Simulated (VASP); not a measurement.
Wanted: the native input for a VASP 6.6.1 run.

| Item | Value |
| --- | --- |
| Task | single point |
| Functional | HSE06 |
| Potentials or basis | VASP PAW PBE potentials, release 64 (Ga_d, As) |
| Cutoff | 520 eV |
| k mesh | 5 × 5 × 5 |
| Occupations | fermi-dirac, width 0.02 eV |
| Spin | no spin polarisation |
| Grid for exact exchange (PRECFOCK) | Fast |
| Screening parameter | 0.2 1/A |
| Further INCAR settings | ALGO = Normal; EDIFF = 1e-06; NBANDS = 16 |

Crystal: GaAs.

```
Ga As
1.0
     0.00000    2.82685    2.82685
     2.82685    0.00000    2.82685
     2.82685    2.82685    0.00000
Ga As
1 1
Direct
  0.00000 0.00000 0.00000
  0.25000 0.25000 0.25000
```

One way to write it, as run:

POSCAR

```
GaAs
1.0
    0.0000000000      2.8268500000      2.8268500000
    2.8268500000      0.0000000000      2.8268500000
    2.8268500000      2.8268500000      0.0000000000
Ga As
1 1
Direct
    0.0000000000      0.0000000000      0.0000000000
    0.2500000000      0.2500000000      0.2500000000
```

INCAR.step1

```
PREC     = Accurate       # precision mode
ENCUT    = 520            # plane-wave cutoff, eV
EDIFF    = 1E-5           # SCF threshold, eV
ISMEAR   = -1             # smearing method
SIGMA    = 0.02           # smearing width, eV
LREAL    = False          # projectors in reciprocal space
LASPH    = True           # aspherical terms in the spheres
NELM     = 100            # most SCF steps
ALGO     = Normal         # electronic algorithm
ISIF     = 2              # what is computed and relaxed
LWAVE    = True           # write WAVECAR
NBANDS   = 16             # bands
GGA      = PE             # functional
KPAR     = 4
```

INCAR.step2

```
PREC     = Accurate       # precision mode
ENCUT    = 520            # plane-wave cutoff, eV
EDIFF    = 1E-6           # SCF threshold, eV
ISMEAR   = -1             # smearing method
SIGMA    = 0.02           # smearing width, eV
LREAL    = False          # projectors in reciprocal space
LASPH    = True           # aspherical terms in the spheres
NELM     = 100            # most SCF steps
ALGO     = Normal         # electronic algorithm
ISIF     = 2              # what is computed and relaxed
LWAVE    = False          # write WAVECAR
LCHARG   = True           # write CHGCAR
GGA      = PE             # functional
LHFCALC  = True           # exact exchange
HFSCREEN = 0.2            # screening, 1/A
PRECFOCK = Fast         
LVHAR    = True         
NBANDS   = 16             # bands
ISTART   = 1            
KPAR     = 4
```

KPOINTS

```
regular mesh
0
Gamma
  5 5 5
```

Potentials or basis: VASP PAW PBE potentials, release 64 (Ga_d, As).

Command:

```sh
$ cat potpaw_PBE.64/Ga_d/POTCAR potpaw_PBE.64/As/POTCAR > POTCAR
$ cp INCAR.step1 INCAR
$ mpirun -np 4 vasp_std > vasp.out
$ cp INCAR.step2 INCAR
$ mpirun -np 4 vasp_std > vasp.out
```

Results of the run:

```yaml
Pressure: 1.0 GPa
Band_gap_on_the_k_mesh: 1.45 eV, direct
```

Caveat: the PAW data sets were made with another functional, which shifts forces and pressure a little; an odd mesh through Γ misses points on the zone boundary, where band edges often lie.

Wall time 2.4 min on 4 MPI ranks on Intel(R) Xeon(R) Platinum 8488C (Sapphire Rapids) (shared host), peak memory 0.26 GiB a rank.
